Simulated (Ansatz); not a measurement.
Crystal: SnO2.

```
CELL_PARAMETERS angstrom
1.61709 0.93363 4.80059
-1.61709 0.93363 4.80059
0.00000 -1.86726 4.80059
ATOMIC_POSITIONS crystal
Sn 0.50000 0.50000 0.50000
O 0.76283 0.76283 0.76283
O 0.23717 0.23717 0.23717
```

Measurements of this composition are mostly on another form, of space group No. 136.

| Quantity | Value |
| --- | --- |
| Program | Ansatz 0.2.0 |
| Task | relaxation of cell and atoms |
| Functional | PBE |
| Dispersion | D3(BJ) |
| Potentials or basis | Ansatz PAW |
| Cutoff | 420 eV (not typed: the program's choice for these potentials) |
| k mesh | 10 × 10 × 10 |
| Occupations | fermi-dirac, width 0.05 eV |
| Spin | no spin polarisation |

At the start: volume 14.50 Å³/atom.

Task: How do energy, volume and symmetry change on relaxing?

Result: It ends after 12 steps and the volume is 12.99 Å³/atom (-10.4 %); space group R-3m (No. 166, to 0.05 Å).

Step by step:
```tsv
step	energy change (eV)	largest force (eV/Å)	volume (Å³)
1	0.0000	0.1235	43.49
2	-0.0331	0.0806	40.97
3	-0.0490	0.0852	39.29
4	-0.0481	0.0027	39.72
5	-0.0485	0.0040	39.65
6	-0.0393	0.0020	39.65
7	-0.0433	0.0019	39.09
8	-0.0408	0.0028	39.09
9	-0.0412	0.0000	39.01
10	-0.0408	0.0003	39.01
11	-0.0411	0.0013	38.97
12	-0.0408	0.0014	38.97
```

Final structure:
```xyz
3
Lattice="1.6188 0.9346 4.2922 -1.6188 0.9346 4.2922 0.0000 -1.8693 4.2922" Properties=species:S:1:pos:R:3 pbc="T T T"
Sn    0.0000    0.0000    6.4383
O     0.0000    0.0000    9.7397
O     0.0000    0.0000    3.1369
```

Caveat: the plane-wave basis is chosen anew once the cell has moved, so the energies of steps on either side of that aren't comparable; the pressure holds a Pulay correction of +0.8 GPa for the finite cutoff.
